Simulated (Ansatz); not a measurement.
Bicrystals of relaxed bulk InP (Fm-3m, not its usual structure, 21.26 Å³/atom, gap on the mesh 0.00 eV): one grain is mirrored in the boundary plane and shifted (fractions of the plane's cell), where said the two species change places in it, close atoms are joined, tilt boundaries are opened by 0.15 Å, then atoms and the cell's height are relaxed. Energies are the mean of the cell's two boundaries over the bulk on a matched mesh; other shifts may lie lower.

Theory: DFT PBE, scalar-relativistic, plane waves, PAW in Ansatz.

Cutoff 420 eV; k points 12×12×1 on the computed 24-atom cell (Γ-centred); Gaussian smearing, width 0.10 eV; no spin polarisation.

Start (Σ3 (111), mirror on a plane, shift [0, 0], species swapped):

```xyz
24
Lattice="3.9176 0.0000 0.0000 -1.9588 3.3927 0.0000 0.0000 0.0000 38.3845" Properties=species:S:1:pos:R:3 pbc="T T T"
In    0.0000    0.0000    0.0000
P    -1.9588    3.3927    4.7981
In    0.0000    2.2618    3.1987
P     1.9588    1.1309    1.5994
In    1.9588    1.1309    6.3974
P     0.0000    2.2618    7.9968
In    3.9176    0.0000    9.5961
P     0.0000    0.0000   14.3942
In    0.0000    2.2618   12.7948
P     1.9588    1.1309   11.1955
In    1.9588    1.1309   15.9935
P     0.0000    2.2618   17.5929
In   -1.9588    3.3927   33.5864
P     0.0000    2.2618   35.1858
In    1.9588    1.1309   36.7851
P     1.9588    1.1309   31.9871
In    0.0000    2.2618   30.3877
P     3.9176    0.0000   28.7884
In    0.0000    0.0000   23.9903
P     0.0000    2.2618   25.5896
In    1.9588    1.1309   27.1890
P     1.9588    1.1309   22.3909
In    0.0000    2.2618   20.7916
P     3.9176    0.0000   19.1922
```

Question: Relax it.

Answer: The free energy falls by 59 meV/atom.

| Quantity | Value |
| --- | --- |
| boundary energy (mJ/m²) | 176 |
| excess width (Å) | 0.43 |
| gap on the mesh (eV) | 0 |

Relaxed structure:
```
CELL_PARAMETERS angstrom
3.91760 0.00000 0.00000
-1.95880 3.39274 0.00000
0.00000 0.00000 39.25096
ATOMIC_POSITIONS crystal
In 0.00000 0.00000 0.01067
P 0.00000 0.00000 0.13021
In 0.33333 0.66667 0.09123
P 0.66667 0.33333 0.04788
In 0.66667 0.33333 0.17220
P 0.33333 0.66667 0.21224
In 0.00000 0.00000 0.25302
P 0.00000 0.00000 0.37666
In 0.33333 0.66667 0.33357
P 0.66667 0.33333 0.29472
In 0.66667 0.33333 0.41314
P 0.33333 0.66667 0.46423
In 0.00000 0.00000 0.86784
P 0.33333 0.66667 0.91094
In 0.66667 0.33333 0.94762
P 0.66667 0.33333 0.82876
In 0.33333 0.66667 0.78698
P 0.00000 0.00000 0.74640
In 0.00000 0.00000 0.62562
P 0.33333 0.66667 0.66376
In 0.66667 0.33333 0.70604
P 0.66667 0.33333 0.58076
In 0.33333 0.66667 0.54610
P 0.00000 0.00000 0.48937
```

Small energy differences in metals hang on the k mesh (about 10 mJ/m² or 1 to 2 meV/atom on the mesh of the relaxation).

The run took 13 min on 2 threads of Intel(R) Xeon(R) Platinum 8259CL CPU @ 2.50GHz (Skylake/Cascade Lake) (shared host), peak memory 1.7 GiB.